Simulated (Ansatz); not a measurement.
# CdS (Fm-3m) in Ansatz: a series of runs

One crystal, CdS, is run at these levels: PBE-PBEsol, RPBE+D4; tasks: single point, relaxation of the atoms.

Everything below comes from runs of Ansatz 0.2.0. Logs are shortened: lines on timing, memory, paths and dates and some standing lists are left out, and cuts for length are marked.

### Step 1. The crystal as given

Symmetry: Fm-3m, No. 225, cubic system. Conventional cell: a = 5.506 Å, b = 5.506 Å, c = 5.506 Å, α = 90.00°, β = 90.00°, γ = 90.00°. Cd (site symmetry m-3m) has 6 S at 2.75 Å as nearest neighbours. Around S (site symmetry m-3m) lie 6 Cd at 2.75 Å.

Measurements of this composition are mostly on another form, of space group No. 186.

### Step 2. Single point, PBE-PBEsol

input.yaml reads:

```yaml
crystal:
  lattice: { a: 5.506488, b: 5.506488, c: 5.506488, alpha: 90.0, beta: 90.0, gamma: 90.0 }
  space_group: 225
  setting: { hermann_mauguin: Fm-3m }
  reduce_to_primitive: true
  atoms:
    - { symbol: Cd, position: [0.0, 0.0, 0.0] }
    - { symbol: S, position: [0.5, 0.0, 0.0] }
kpoints:
  mp_grid: { grid: [8, 8, 8] }
scf:
  occupations: { method: methfessel_paxton, width: 0.025 }
hamiltonian:
  xc: { exchange: pbe, correlation: pbesol }
  pseudopotentials: { kind: all_electron, lapw: { basis_error: 0.0005 } }
output:
  forces: true
  stress: true
  eigenvalues: true
```

Potentials or basis: all-electron LAPW, scalar-relativistic.

Command:

```sh
$ ansatz run input.yaml --threads 1 --pin off --max-ram 2560MiB --backend cpu --events-out ev --progress --plain --runs-dir out
```

The program printed:

```text
Warning: RAYON_NUM_THREADS=1 ignored (pool sized by the plan → 1); use --threads N
crystal.space_group: 225 is read as Fm-3m: the typed cell holds Cd4S4 (Cd 4a, S 4b). Least distances (Å): Cd–Cd 3.894, Cd–S 2.753, S–S 3.894
crystal.space_group generates its sites in this order, which a site index counts, at these fractional coordinates of the primitive cell where crystal.reduce_to_primitive is true, and else of the cell that is read (crystal.supercell repeats the list replica by replica, and crystal.defects acts on that): 0: Cd [0.000000, 0.000000, 0.000000]; 1: S [0.500000, 0.500000, 0.500000];
LAPW: plane waves up to 7.620 Å⁻¹, error target 5.0e-4 eV per atom; small_component_spin mean_spin; S in spheres of 1.210 Å, 14 of its electrons in bands, Dirac shells []; Cd in spheres of 1.543 Å, 20 of its electrons in bands, Dirac shells [] (how accurate: hamiltonian.pseudopotentials.lapw.basis_error, Limitations)
Engine: ansatz 0.2.0, x86_64-unknown-linux-gnu
Pseudopotentials: kind: all_electron
Pseudopotential: Cd, LAPW, valence charge 20, lapw/all_electron/scalar/gaussian/Cd, Koelling and Harmon's equation, gaussian nucleus
Pseudopotential: S, LAPW, valence charge 14, lapw/all_electron/scalar/gaussian/S, Koelling and Harmon's equation, gaussian nucleus
Functional definition: unnamed
  exchange = pbe_x
  correlation = pbe_c(beta = 0.046)
Crystal: 2 atoms, lattice volume = 41.741 Å³
Basis set: ecut = 221.22016862372547 eV, 331 PW (Γ), exchange–correlation at level 2
Bands: 21, of which v1, the nominal top of the filled ones, is band 17 counted from 1 (16 counted from 0)
Symmetry: 48 space group operations
Space group: Fm-3m (ITA 225), of the structure as read, at distance tolerance 3.5e-5 Å
k-points: 29 of 512
Non-local potential: Cd, projectors of the file, none
Non-local potential: S, projectors of the file, none
Initial density: superposition of atomic densities (chi_scale 0.1, normalization cell, long waves kept (reshape's long-wave potential 0.00 eV rms))
Initial wavefunctions: plane waves of lowest kinetic energy (no species holds an atomic orbital)
Functional: x = pbe(κ = 0.804, μ = 0.2195149727645171), c = pbesol(β = 0.046)
iter 1 solved again at ethr=4.17e-3 eV; its pass at ethr=1.00e-1 eV (dr2=1.42e0 eV) is discarded
SCF iter   1: F=—  HF=-163111.595082 eV  |F-HF|=—  |Δ(HF+E_count)|=         —  Δρ=4.13e-2  dr2=1.42e0  ethr=4.17e-3  ⟨swp⟩=2.0  Hψ=4051  notcnv=0
preconditioner: auto → none  [insulator: Δε(μ)=1.262 eV  Ē_g=11.945 eV  σ=0.025 eV  W_gap=1.00  n_scr=14 (ndim 8)  ℏωp=24.4 eV  f_vac=0.011  D(μ)=-0.00/eV (n_scr^D=0)  ε∞_Penn≈5.2]
iter 2 solved again at ethr=8.28e-5 eV; its pass at ethr=4.17e-3 eV (dr2=2.81e-2 eV) is discarded
SCF iter   2: F=—  HF=-163111.051142 eV  |F-HF|=—  |Δ(HF+E_count)|=   5.44e-1  S|Δr|=    0.00e0  Δρ=8.91e-3  dr2=2.82e-2  ethr=8.28e-5  ⟨swp⟩=2.1  Hψ=3287  notcnv=0
preconditioner: auto → LDOS  [insulator: Δε(μ)=0.681 eV  Ē_g=12.602 eV  σ=0.025 eV  W_gap=0.87  n_scr=14 (ndim 8)  ℏωp=24.4 eV  f_vac=0.021  D(μ)=2.49/eV (n_scr^D=26)  ε∞_Penn≈4.7  β→1.0]
SCF iter   3: F=—  HF=-163110.990108 eV  |F-HF|=—  |Δ(HF+E_count)|=   6.10e-2  S|Δr|=    0.00e0  Δρ=3.08e-3  dr2=1.79e-3  ethr=8.28e-5  ⟨swp⟩=3.0  Hψ=1942  notcnv=0
SCF iter   4: F=—  HF=-163110.990446 eV  |F-HF|=—  |Δ(HF+E_count)|=   3.39e-4  S|Δr|=    0.00e0  Δρ=1.02e-3  dr2=3.53e-4  ethr=5.25e-6  ⟨swp⟩=2.9  Hψ=1906  notcnv=0
SCF iter   5: F=—  HF=-163110.990058 eV  |F-HF|=—  |Δ(HF+E_count)|=   3.89e-4  S|Δr|=    0.00e0  Δρ=3.02e-4  dr2=2.14e-5  ethr=1.04e-6  ⟨swp⟩=2.0  Hψ=1770  notcnv=0
SCF iter   6: F=—  HF=-163110.990080 eV  |F-HF|=—  |Δ(HF+E_count)|=   2.18e-5  S|Δr|=    0.00e0  Δρ=4.41e-5  dr2=3.82e-7  ethr=6.29e-8  ⟨swp⟩=3.0  Hψ=1854  notcnv=0
SCF iter   7: F=-163110.990081 eV  HF=-163110.990081 eV  |F-HF|=4.16e-9  |Δ(HF+E_count)|=   1.04e-6  S|Δr|=    0.00e0  Δρ=2.72e-6  dr2=1.27e-9  ethr=1.12e-9  ⟨swp⟩=3.0  Hψ=1890  notcnv=0
SCF 1 converged in 7 iterations: F = -163110.990081 eV  dr2 = 1.27e-9
SCF converged after 7 iterations
Stability not checked: this state was not tested for a lower state beside it, because cold or Methfessel-Paxton smearing, or corrected tetrahedra, fill the levels in a way that the test cannot read (fill_not_monotonic; see scf.lower_state_search)
Free energy (F): -163110.990081 eV
Harris-Foulkes:  -163110.990081 eV  (|F-HF|=4.16e-9)
Internal energy: -163110.990081 eV  (E = F + TS)
E sigma→0 (E₀):  -163110.990081 eV
Fermi energy:    10.431941 eV
Step filling:    the computed levels leave a gap of 0.2199 eV = 8.8 smearing widths at the electron count; against every level under it full and every level over it empty, smearing changes F+E_penalty+E_count by +5.14e-10 meV and its σ→0 estimate by -4.58e-9 meV
--- Per-component energies (eV) ---
  E_band       = -1645.071402
  E_kinetic    = 170390.045821
  E_xc         = -4920.025651
  E_electrostatic = -328581.010250  (all electrons and nuclei)
  E_smearing   = 0.000000  (= −TS)
  E_closure    = 0.000000  (closes the sum)
  E_atoms      = -163105.190938  (free atoms, spherical and without spin; not in F)
  Σ components = -163110.990081   (vs F -163110.990081, Δ=0.00e0)
  Basis errors (estimates in eV, not in F): energy 1.8e-4 per atom: plane waves 1.6e-4 (8.8e-5 summed), levels above the bands 0.0e0, relativity 4.9e-8, radial functions 2.1e-5, core shells 2.1e-8; eigenvalues (radial functions only) 8.6e-7; not estimated: angular momenta, meshes, grids; target (lapw.basis_error) 5.0e-4; muffin-tin radii S 1.210 Å, Cd 1.543 Å
--- Forces (eV/Å), atoms counted from 1 ---
  atom   1  Cd    -0.00000000     0.00000000     0.00000000
  atom   2  S      0.00000000     0.00000000    -0.00000000
  max |Σ_I F_I| component: 2.55e-30 eV/Å
--- Stress (GPa, compression-positive) ---
        0.397899       0.000000       0.000000
        0.000000       0.397899       0.000000
        0.000000       0.000000       0.397899
  P = ⅓ Tr σ = 0.3979 GPa (3.979 kbar)
--- Band table (eV; the first three rows and the last of 29) ---
  k-point 0: bands = ["-194.1397", "-138.9563", "-138.9563", "-138.9563", "-91.2785", "-52.3424", "-52.3424", "-52.3424", "-2.3339", "2.7056", "2.7056", "2.7056", "2.7056", "2.7056", "9.6049", "9.6049", "9.6049", "11.1377", "19.5526", "19.5526", "19.5526"]
  k-point 1: bands = ["-194.1397", "-138.9563", "-138.9563", "-138.9563", "-91.2785", "-52.3427", "-52.3425", "-52.3425", "-2.2057", "2.6619", "2.6619", "2.6926", "2.7330", "2.7330", "8.4578", "9.6987", "9.6987", "12.2853", "18.3480", "19.1916", "19.1916"]
  k-point 2: bands = ["-194.1397", "-138.9563", "-138.9563", "-138.9563", "-91.2785", "-52.3432", "-52.3426", "-52.3426", "-1.8632", "2.5596", "2.5596", "2.6439", "2.8001", "2.8001", "7.0015", "9.9372", "9.9372", "13.5789", "17.1080", "17.7632", "17.7632"]
  k-point 28: bands = ["-194.1397", "-138.9563", "-138.9563", "-138.9563", "-91.2784", "-52.3434", "-52.3434", "-52.3430", "-1.3395", "2.5776", "2.7126", "2.7126", "2.9590", "3.4283", "7.2441", "7.2441", "7.5297", "13.6343", "17.0053", "17.9807", "17.9807"]
```

Run time: 3.8 s. Hardware: 1 thread of Intel Xeon 6975P-C (Granite Rapids), shared host; peak memory 0.34 GiB.

What came out:

| Property | Result |
| --- | --- |
| Free energy | -163110.9901 eV |
| Pressure | 0.4 GPa |
| Band gap on the k mesh | 0.22 eV, indirect (least direct gap 1.53 eV) |

Levels at points of the mesh, in eV from the valence-band top:
| k point | band 13 | band 14 | band 15 | band 16 | band 17 | band 18 | band 19 | band 20 | band 21 |
| --- | --- | --- | --- | --- | --- | --- | --- | --- | --- |
| (0.00, 0.00, 0.00) | -7.61 | -7.61 | -0.72 | -0.72 | -0.72 | 0.82 | 9.23 | 9.23 | 9.23 |
| (0.00, 0.00, -0.50) | -7.42 | -7.42 | -4.75 | 0.00 | 0.00 | 3.57 | 5.91 | 5.91 | 6.60 |
| (0.00, -0.50, -0.50) | -7.36 | -6.71 | -4.07 | -2.05 | -2.05 | 0.22 | 6.15 | 9.73 | 11.09 |

### Step 3. Relaxation of the atoms, RPBE+D4 (atoms moved at random, drawn with an rms of 0.05 Å)

input.yaml reads:

```yaml
crystal:
  lattice:
    - [0.0, 2.753244, 2.753244]
    - [2.753244, 0.0, 2.753244]
    - [2.753244, 2.753244, 0.0]
  atoms:
    - { symbol: Cd, position: [-0.002272, -0.00212, 0.012026] }
    - { symbol: S, position: [0.501129, 0.499008, 0.503885] }
kpoints:
  mp_grid: { grid: [6, 6, 6] }
scf:
  occupations: { method: methfessel_paxton, width: 0.01 }
hamiltonian:
  xc: rpbe
  dispersion: d4
  pseudopotentials: { kind: all_electron, lapw: { basis_error: 0.0005 } }
output:
  forces: true
  stress: true
relax:
  f_tol: 0.02
  max_steps: 60
```

Potentials or basis: all-electron LAPW, scalar-relativistic.

Command:

```sh
$ ansatz run input.yaml --threads 1 --pin off --max-ram 2560MiB --backend cpu --events-out ev --progress --plain --runs-dir out
```

Wall time 25 s (1 thread of Intel Xeon 6975P-C (Granite Rapids), shared host); peak memory 0.47 GiB.

It converged, with:

```yaml
Free_energy: -163112.3786 eV
Energy_gained_by_relaxing: 0.1 meV/atom
Ionic_steps: 2
Pressure_after_relaxing: -3.9 GPa
Largest_force_after_relaxing: 0.024 eV/Å
Band_gap_on_the_k_mesh: 0.38 eV
```

Forces on the atoms (eV/Å):
```
Cd  -0.018 -0.012  0.011
S    0.017  0.012 -0.011
```

Step by step:
```
step  energy change (eV)  largest force (eV/Å)
   1              0.0000                0.0368
   2             -0.0003                0.0239
```

Final structure:
```cif
data_structure
_symmetry_space_group_name_H-M 'P 1'
_symmetry_Int_Tables_number 1
_cell_length_a 3.8937
_cell_length_b 3.8937
_cell_length_c 3.8937
_cell_angle_alpha 60.000
_cell_angle_beta 60.000
_cell_angle_gamma 60.000
_cell_volume 41.74
loop_
_atom_site_label
_atom_site_type_symbol
_atom_site_fract_x
_atom_site_fract_y
_atom_site_fract_z
_atom_site_occupancy
Cd1 Cd 0.99832 0.99808 0.01061 1
S1 S 0.50054 0.49881 0.50530 1
```

A k mesh can miss the band edges.
